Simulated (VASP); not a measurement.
# TiO2 (Anatase) (I4_1/amd) in VASP: a series of runs, part 2 of 2

VASP 6.6.1. The steps go on from the part before.

**4. Relaxation of cell and atoms, PBEsol**

INCAR

```
PREC     = Accurate       # precision mode
ENCUT    = 600            # plane-wave cutoff, eV
EDIFF    = 1E-6           # SCF threshold, eV
ISMEAR   = 0              # smearing method
SIGMA    = 0.03           # smearing width, eV
LREAL    = False          # projectors in reciprocal space
LASPH    = True           # aspherical terms in the spheres
NELM     = 80             # most SCF steps
ALGO     = Normal         # electronic algorithm
ISIF     = 3              # what is computed and relaxed
LWAVE    = False          # write WAVECAR
LCHARG   = False          # write CHGCAR
GGA      = PS             # functional
IBRION   = 2              # ionic algorithm
NSW      = 90             # ionic steps
EDIFFG   = -0.01          # ionic threshold
KPAR     = 2
```

KPOINTS

```
regular mesh
0
Gamma
  10 10 10
```

POSCAR

```
TiO2
1.0
   -1.8921000000      1.8921000000      4.7573000000
    1.8921000000     -1.8921000000      4.7573000000
    1.8921000000      1.8921000000     -4.7573000000
Ti O
2 4
Direct
    0.0000000000      0.0000000000      0.0000000000
    0.7500000000      0.2500000000      0.5000000000
    0.2081000000      0.2081000000      0.0000000000
    0.9581000000      0.4581000000      0.5000000000
    0.5419000000      0.0419000000      0.5000000000
    0.7919000000      0.7919000000      0.0000000000
```

Potentials or basis: VASP PAW PBE potentials, release 64 (Ti_sv, O).

Command:

```
> cat potpaw_PBE.64/Ti_sv/POTCAR potpaw_PBE.64/O/POTCAR > POTCAR
> mpirun -np 2 vasp_std > vasp.out
```

OUTCAR:

```text
PREC = Accurate
   ENCUT = 600
   EDIFF = 1E-6
   ISMEAR = 0
   LREAL = False
   LASPH = True
   NELM = 80
   ISIF = 3
   GGA = PS
   IBRION = 2
   NSW = 90
   EDIFFG = -0.01

 ion  position               nearest neighbor table
   1  0.000  0.000  0.000-   5 1.93   4 1.93   5 1.93   4 1.93   3 1.98   6 1.98
   2  0.750  0.250  0.500-   6 1.93   3 1.93   6 1.93   3 1.93   4 1.98   5 1.98
   3  0.208  0.208  0.000-   2 1.93   2 1.93   1 1.98
   4  0.958  0.458  0.500-   1 1.93   1 1.93   2 1.98
   5  0.542  0.042  0.500-   1 1.93   1 1.93   2 1.98
   6  0.792  0.792  0.000-   2 1.93   2 1.93   1 1.98

  LATTYP: Found a body centered tetragonal cell.
 ALAT       =     3.7842000000
 C/A-ratio  =     2.5142962846

  Lattice vectors:

 A1 = (  -1.8921000000,   1.8921000000,   4.7573000000)
 A2 = (   1.8921000000,  -1.8921000000,   4.7573000000)
 A3 = (   1.8921000000,   1.8921000000,  -4.7573000000)

Analysis of symmetry for initial positions (statically):
=====================================================================
 Subroutine PRICEL returns:
 Original cell was already a primitive cell.

 Routine SETGRP: Setting up the symmetry group for a
 body centered tetragonal supercell.

 Subroutine GETGRP returns: Found 16 space group operations
 (whereof  8 operations were pure point group operations)
 out of a pool of 16 trial point group operations.

The static configuration has the point symmetry D_2d.
 The point group associated with its full space group is D_4h.

Analysis of symmetry for dynamics (positions and initial velocities):
=====================================================================
 Subroutine PRICEL returns:
 Original cell was already a primitive cell.

 Routine SETGRP: Setting up the symmetry group for a
 body centered tetragonal supercell.

 Subroutine GETGRP returns: Found 16 space group operations
 (whereof  8 operations were pure point group operations)
 out of a pool of 16 trial point group operations.

The dynamic configuration has the point symmetry D_2d.
[... 155 lines left out ...]
  ext. energy  EPLUGINS =         0.00000000
  ---------------------------------------------------
  free energy    TOTEN  =       -56.22542237 eV

  energy without entropy =      -56.22542237  energy(sigma->0) =      -56.22542237

------------------------ aborting loop because EDIFF is reached ----------------------------------------

  FORCE on cell =-STRESS in cart. coord.  units (eV):
  Direction    XX          YY          ZZ          XY          YZ          ZX
  --------------------------------------------------------------------------------------
  -------------------------------------------------------------------------------------
  Total       -0.3652882     -0.3652882      0.0587806      0.0000000      0.0000000      0.0000000
  in kB       -8.5908780     -8.5908780      1.3824078      0.0000000      0.0000000      0.0000000
  external PRESSURE =      -5.2664494 kB  Pullay stress =       0.0000000 kB
[... 101 lines left out ...]
  FREE ENERGIE OF THE ION-ELECTRON SYSTEM (eV)
  ---------------------------------------------------
  free  energy   TOTEN  =       -56.2262038882 eV

  energy  without entropy=      -56.2262038882  energy(sigma->0) =      -56.22620389

[... ionic steps 4 to 9 ...]

--------------------------------------- Ionic step       10  -------------------------------------------

 number of electron      47.9999997 magnetization

------------------------ aborting loop because EDIFF is reached ----------------------------------------
[... 75 lines left out ...]
--------------------------------------- Ionic step       12  -------------------------------------------

 number of electron      47.9999997 magnetization

 Free energy of the ion-electron system (eV)
  ---------------------------------------------------
  ext. energy  EPLUGINS =         0.00000000
  ---------------------------------------------------
  free energy    TOTEN  =       -56.22661854 eV

  energy without entropy =      -56.22661854  energy(sigma->0) =      -56.22661854

 E-fermi :   3.5471     XC(G=0): -11.0252

 val. band max:        3.2875797210   @ k =  -0.4000   0.4000   0.0000
 cond. band min:       5.3804826700   @ k =   0.0000   0.0000   0.0000
 fundamental gap:      2.0929029490
 Fermi energy:         3.5470952300

 k-point     1 :       0.0000    0.0000    0.0000
  band No.  band energies     occupation
      1     -52.8175      2.00000
      2     -52.7557      2.00000
      3     -29.4067      2.00000
      4     -29.1603      2.00000
      5     -29.1603      2.00000
      6     -29.0877      2.00000
[... 733 lines left out ...]
     27       6.8456      0.00000
     28       6.9919      0.00000

 [... further k-points ...]

------------------------ aborting loop because EDIFF is reached ----------------------------------------

  FORCE on cell =-STRESS in cart. coord.  units (eV):
  Direction    XX          YY          ZZ          XY          YZ          ZX
  --------------------------------------------------------------------------------------
  -------------------------------------------------------------------------------------
  Total        0.0033278      0.0033278      0.0156834      0.0000000      0.0000000      0.0000000
  in kB        0.0784001      0.0784001      0.3694892      0.0000000      0.0000000      0.0000000
  external PRESSURE =       0.1754298 kB  Pullay stress =       0.0000000 kB
[... 21 lines left out ...]
  FREE ENERGIE OF THE ION-ELECTRON SYSTEM (eV)
  ---------------------------------------------------
  free  energy   TOTEN  =       -56.2266185361 eV

  energy  without entropy=      -56.2266185361  energy(sigma->0) =      -56.22661854

 reached required accuracy - stopping structural energy minimisation
```

Wall time 18 min (2 MPI ranks of Intel Xeon 6975P-C (Granite Rapids), shared host); peak memory 0.46 GiB.

Results:

* Free energy: -56.2266 eV
* Relaxed volume: 11.33 Å³/atom
* Relaxed cell: a = 5.473 Å, b = 5.473 Å, c = 5.473 Å, α = 139.69°, β = 139.69°, γ = 58.33°
* Space group after relaxing (to 0.05 Å): I4_1/amd (No. 141)
* Energy gained by relaxing: 0.2 meV/atom
* Ionic steps: 12
* Pressure after relaxing: 0.0 GPa
* Band gap on the k mesh: 2.09 eV, indirect (least direct gap 2.42 eV)

The path:
| step | energy change (eV) | largest force (eV/Å) | pressure (GPa) | volume (Å³) |
| --- | --- | --- | --- | --- |
| 1 | 0.0000 | 0.0106 | -0.53 | 68.13 |
| 2 | -0.0006 | 0.0091 | 0.55 | 67.76 |
| 3 | -0.0008 | 0.0024 | 0.22 | 67.87 |
| 4 | -0.0008 | 0.0023 | 0.16 | 67.89 |
| 5 | -0.0009 | 0.0267 | -0.03 | 67.95 |
| 6 | -0.0009 | 0.0355 | -0.13 | 67.97 |
| 7 | -0.0009 | 0.0316 | -0.09 | 67.96 |
| 8 | -0.0009 | 0.0296 | -0.08 | 67.96 |
| 9 | -0.0010 | 0.0275 | -0.05 | 67.96 |
| 10 | -0.0011 | 0.0225 | 0.05 | 67.98 |
| 11 | -0.0012 | 0.0117 | 0.04 | 68.02 |
| 12 | -0.0012 | 0.0012 | 0.02 | 68.01 |

Final structure:
```cif
data_structure
_symmetry_space_group_name_H-M 'P 1'
_symmetry_Int_Tables_number 1
_cell_length_a 5.4734
_cell_length_b 5.4734
_cell_length_c 5.4734
_cell_angle_alpha 139.687
_cell_angle_beta 139.687
_cell_angle_gamma 58.329
_cell_volume 68.01
loop_
_atom_site_label
_atom_site_type_symbol
_atom_site_fract_x
_atom_site_fract_y
_atom_site_fract_z
_atom_site_occupancy
Ti1 Ti 0.00000 0.00000 0.00000 1
Ti2 Ti 0.75000 0.25000 0.50000 1
O1 O 0.20756 0.20756 0.00000 1
O2 O 0.95756 0.45756 0.50000 1
O3 O 0.54244 0.04244 0.50000 1
O4 O 0.79244 0.79244 0.00000 1
```

Caveat: the PAW data sets were made with another functional, which shifts forces and pressure a little. A k mesh can miss the band edges.

**5. Relaxation of cell and atoms, PBEsol**

Changes to INCAR since step 4:

```diff
@@ -2,3 +2,3 @@
 ENCUT    = 600            # plane-wave cutoff, eV
-EDIFF    = 1E-6           # SCF threshold, eV
+EDIFF    = 1E-7           # SCF threshold, eV
 ISMEAR   = 0              # smearing method
@@ -15,3 +15,3 @@
 NSW      = 90             # ionic steps
-EDIFFG   = -0.01          # ionic threshold
+EDIFFG   = -0.005         # ionic threshold
 KPAR     = 2
```

KPOINTS is that of step 4.

POSCAR

```
TiO2                                    
1.0
   -1.8860493893      1.8860493893      4.7794972993
    1.8860493893     -1.8860493893      4.7794972993
    1.8860493893      1.8860493893     -4.7794972993
  Ti              O             
     2     4
Direct
     0.0000000000000000    0.0000000000000000    0.0000000000000000
     0.7500000000000000    0.2500000000000000    0.5000000000000000
     0.2075587146242187    0.2075587146242187    0.0000000000000000
     0.9575587146242187    0.4575587146242186    0.5000000000000000
     0.5424412853757813    0.0424412853757814    0.5000000000000000
     0.7924412853757813    0.7924412853757813    0.0000000000000000
```

Potentials or basis: VASP PAW PBE potentials, release 64 (Ti_sv, O).

Command:

```
> cat potpaw_PBE.64/Ti_sv/POTCAR potpaw_PBE.64/O/POTCAR > POTCAR
> mpirun -np 2 vasp_std > vasp.out
```

OUTCAR:

```text
PREC = Accurate
   ENCUT = 600
   EDIFF = 1E-7
   ISMEAR = 0
   LREAL = False
   LASPH = True
   NELM = 80
   ISIF = 3
   GGA = PS
   IBRION = 2
   NSW = 90
   EDIFFG = -0.005

 ion  position               nearest neighbor table
   1  0.000  0.000  0.000-   5 1.93   4 1.93   5 1.93   4 1.93   3 1.98   6 1.98
   2  0.750  0.250  0.500-   6 1.93   3 1.93   6 1.93   3 1.93   4 1.98   5 1.98
   3  0.208  0.208  0.000-   2 1.93   2 1.93   1 1.98
   4  0.958  0.458  0.500-   1 1.93   1 1.93   2 1.98
   5  0.542  0.042  0.500-   1 1.93   1 1.93   2 1.98
   6  0.792  0.792  0.000-   2 1.93   2 1.93   1 1.98

  LATTYP: Found a body centered tetragonal cell.
 ALAT       =     3.7720987786
 C/A-ratio  =     2.5341315696

  Lattice vectors:

 A1 = (  -1.8860493893,   1.8860493893,   4.7794972993)
 A2 = (   1.8860493893,  -1.8860493893,   4.7794972993)
 A3 = (   1.8860493893,   1.8860493893,  -4.7794972993)

Analysis of symmetry for initial positions (statically):
=====================================================================
 Subroutine PRICEL returns:
 Original cell was already a primitive cell.

 Routine SETGRP: Setting up the symmetry group for a
 body centered tetragonal supercell.

 Subroutine GETGRP returns: Found 16 space group operations
 (whereof  8 operations were pure point group operations)
 out of a pool of 16 trial point group operations.

The static configuration has the point symmetry D_2d.
 The point group associated with its full space group is D_4h.

Analysis of symmetry for dynamics (positions and initial velocities):
=====================================================================
 Subroutine PRICEL returns:
 Original cell was already a primitive cell.

 Routine SETGRP: Setting up the symmetry group for a
 body centered tetragonal supercell.

 Subroutine GETGRP returns: Found 16 space group operations
 (whereof  8 operations were pure point group operations)
 out of a pool of 16 trial point group operations.

[... 134 lines left out ...]
   GGA     = PS    functional components
   LHFCALC =     F    Hartree Fock is set to
   AEXX    =    0.0000 exact exchange contribution
   IVDW    =     0    specifies the selected vdW correction
   LEPSILON=     F    determine dielectric tensor
   LRPA    =     F    only Hartree local field effects (RPA)
 conjugate gradient relaxation of ions
 non-spin polarized calculation
 Gauss-broadening in eV      SIGMA  =   0.03
  energy-cutoff  :      600.00
  volume of cell :       68.01
 maximum number of plane-waves:      2292
 NGX is ok and might be reduce to    48
   NGX = 21   NGY = 21   NGZ = 21

 number of electron      47.9999997 magnetization

 Free energy of the ion-electron system (eV)
  ---------------------------------------------------
  ext. energy  EPLUGINS =         0.00000000
  ---------------------------------------------------
  free energy    TOTEN  =       -56.22636542 eV

  energy without entropy =      -56.22636542  energy(sigma->0) =      -56.22636542

 E-fermi :   3.5509     XC(G=0): -11.0252

 val. band max:        3.2875872655   @ k =  -0.4000   0.4000   0.0000
 cond. band min:       5.3805684168   @ k =   0.0000   0.0000   0.0000
 fundamental gap:      2.0929811513
 Fermi energy:         3.5509431356

 k-point     1 :       0.0000    0.0000    0.0000
  band No.  band energies     occupation
      1     -52.8176      2.00000
      2     -52.7558      2.00000
      3     -29.4069      2.00000
      4     -29.1602      2.00000
      5     -29.1602      2.00000
      6     -29.0876      2.00000
[... 733 lines left out ...]
     27       6.8455      0.00000
     28       6.9918      0.00000

 [... further k-points ...]

------------------------ aborting loop because EDIFF is reached ----------------------------------------

  FORCE on cell =-STRESS in cart. coord.  units (eV):
  Direction    XX          YY          ZZ          XY          YZ          ZX
  --------------------------------------------------------------------------------------
  -------------------------------------------------------------------------------------
  Total        0.0106164      0.0106164      0.0064285      0.0000000      0.0000000      0.0000000
  in kB        0.2501152      0.2501152      0.1514520      0.0000000      0.0000000      0.0000000
  external PRESSURE =       0.2172274 kB  Pullay stress =       0.0000000 kB

 VOLUME and BASIS-vectors are now :
 -----------------------------------------------------------------------------
  energy-cutoff  :      600.00
  volume of cell :       68.01
      direct lattice vectors                 reciprocal lattice vectors
    -1.886049389  1.886049389  4.779497299     0.000000000  0.265104404  0.104613512
     1.886049389 -1.886049389  4.779497299     0.265104404  0.000000000  0.104613512
     1.886049389  1.886049389 -4.779497299     0.265104404  0.265104404  0.000000000

 POSITION                                       TOTAL-FORCE (eV/Angst)
 -----------------------------------------------------------------------------------
      0.00000      0.00000      0.00000        -0.000000     -0.000000     -0.000000
      0.00000      1.88605      2.38975        -0.000000     -0.000000     -0.000000
      0.00000      0.00000      1.98405        -0.000000      0.000000      0.000742
      0.00000      1.88605      4.37380         0.000000     -0.000000      0.000742
      0.00000      1.88605      0.40570         0.000000     -0.000000     -0.000742
      0.00000      0.00000      7.57494        -0.000000      0.000000     -0.000742
 -----------------------------------------------------------------------------------
    total drift:                               -0.000000      0.000000     -0.000000

  FREE ENERGIE OF THE ION-ELECTRON SYSTEM (eV)
  ---------------------------------------------------
  free  energy   TOTEN  =       -56.2263654231 eV

  energy  without entropy=      -56.2263654231  energy(sigma->0) =      -56.22636542

 reached required accuracy - stopping structural energy minimisation
```

It took 3.1 min on 2 MPI ranks of Intel Xeon 6975P-C (Granite Rapids), shared host; peak memory 0.43 GiB.

What came out:

| Property | Result |
| --- | --- |
| Free energy | -56.2264 eV |
| Pressure after relaxing | 0.0 GPa |
| Band gap on the k mesh | 2.09 eV, indirect (least direct gap 2.42 eV) |

Final structure:
```cif
data_structure
_symmetry_space_group_name_H-M 'P 1'
_symmetry_Int_Tables_number 1
_cell_length_a 5.4734
_cell_length_b 5.4734
_cell_length_c 5.4734
_cell_angle_alpha 139.687
_cell_angle_beta 139.687
_cell_angle_gamma 58.329
_cell_volume 68.01
loop_
_atom_site_label
_atom_site_type_symbol
_atom_site_fract_x
_atom_site_fract_y
_atom_site_fract_z
_atom_site_occupancy
Ti1 Ti 0.00000 0.00000 0.00000 1
Ti2 Ti 0.75000 0.25000 0.50000 1
O1 O 0.20756 0.20756 0.00000 1
O2 O 0.95756 0.45756 0.50000 1
O3 O 0.54244 0.04244 0.50000 1
O4 O 0.79244 0.79244 0.00000 1
```

Caveat: the relaxation stopped at its first step, so nothing moved; the PAW data sets were made with another functional, which shifts forces and pressure a little. Expect the measured gap to be larger: semilocal functionals such as PBEsol lack the derivative discontinuity.

**6. Relaxation of cell and atoms, PBEsol**

INCAR

```
SYSTEM = TiO2
ALGO = Normal
EDIFF = 1E-6
EDIFFG = -0.01
ENCUT = 600
GGA = PS
IBRION = 2
ISIF = 3
ISMEAR = 0
KPAR = 4
LASPH = .TRUE.
LCHARG = .FALSE.
LREAL = .FALSE.
LWAVE = .FALSE.
NELM = 80
NSW = 90
PREC = Accurate
SIGMA = 0.03
```

KPOINTS

```
k-points
0
G
  10 10 10
  0 0 0
```

POSCAR

```
TiO2
1.0
   -1.8921000000      1.8921000000      4.7573000000
    1.8921000000     -1.8921000000      4.7573000000
    1.8921000000      1.8921000000     -4.7573000000
Ti O
2 4
Direct
    0.0000000000      0.0000000000      0.0000000000
    0.7500000000      0.2500000000      0.5000000000
    0.2081000000      0.2081000000      0.0000000000
    0.9581000000      0.4581000000      0.5000000000
    0.5419000000      0.0419000000      0.5000000000
    0.7919000000      0.7919000000      0.0000000000
```

Potentials or basis: VASP PAW PBE potentials, release 64 (Ti_sv, O).

Command:

```
> cat potpaw_PBE.64/Ti_sv/POTCAR potpaw_PBE.64/O/POTCAR > POTCAR
> mpirun -np 4 vasp_std > vasp.out
```

It took 8.2 min on 4 MPI ranks of Intel Xeon 6975P-C (Granite Rapids), shared host; peak memory 0.47 GiB.

It converged, with:

```yaml
Free_energy: -56.2266 eV
Relaxed_volume: 11.33 Å³/atom
Relaxed_cell: a = 5.473 Å, b = 5.473 Å, c = 5.473 Å, α = 139.69°, β = 139.69°, γ = 58.33°
Space_group_after_relaxing_to_0.05_Å: I4_1/amd (No. 141)
Energy_gained_by_relaxing: 0.2 meV/atom
Ionic_steps: 12
Pressure_after_relaxing: 0.0 GPa
Band_gap_on_the_k_mesh: 2.09 eV, indirect (least direct gap 2.42 eV)
```

Step by step:
| step | energy change (eV) | largest force (eV/Å) | pressure (GPa) | volume (Å³) |
| --- | --- | --- | --- | --- |
| 1 | 0.0000 | 0.0106 | -0.53 | 68.13 |
| 2 | -0.0006 | 0.0091 | 0.55 | 67.76 |
| 3 | -0.0008 | 0.0024 | 0.22 | 67.87 |
| 4 | -0.0008 | 0.0023 | 0.16 | 67.89 |
| 5 | -0.0009 | 0.0267 | -0.03 | 67.95 |
| 6 | -0.0009 | 0.0355 | -0.13 | 67.97 |
| 7 | -0.0009 | 0.0316 | -0.09 | 67.96 |
| 8 | -0.0009 | 0.0296 | -0.08 | 67.96 |
| 9 | -0.0010 | 0.0275 | -0.05 | 67.96 |
| 10 | -0.0011 | 0.0225 | 0.05 | 67.98 |
| 11 | -0.0012 | 0.0117 | 0.04 | 68.02 |
| 12 | -0.0012 | 0.0012 | 0.02 | 68.01 |

Final structure:
```xyz
6
Lattice="-1.8860 1.8860 4.7795 1.8860 -1.8860 4.7795 1.8860 1.8860 -4.7795" Properties=species:S:1:pos:R:3 pbc="T T T"
Ti    0.0000    0.0000    0.0000
Ti    0.0000    1.8860    2.3897
O     0.0000    0.0000    1.9841
O     0.0000    1.8860    4.3738
O     0.0000    1.8860    0.4057
O     0.0000    0.0000    7.5749
```

Levels at points of the mesh, in eV from the valence-band top:
```tsv
k point	band 20	band 21	band 22	band 23	band 24	band 25	band 26	band 27	band 28
(0.00, 0.00, 0.00)	-0.78	-0.77	-0.77	-0.46	-0.46	2.09	2.84	4.03	4.03
(0.50, 0.00, 0.00)	-1.99	-1.98	-0.96	-0.83	-0.64	3.25	3.57	3.58	3.66
(0.50, 0.50, 0.00)	-2.67	-2.09	-2.09	-0.04	-0.04	3.33	3.33	3.83	3.83
(0.50, 0.50, 0.50)	-1.36	-1.26	-1.26	-0.10	-0.10	2.45	2.45	3.79	3.79
```

Caveat: the PAW data sets were made with another functional, which shifts forces and pressure a little.
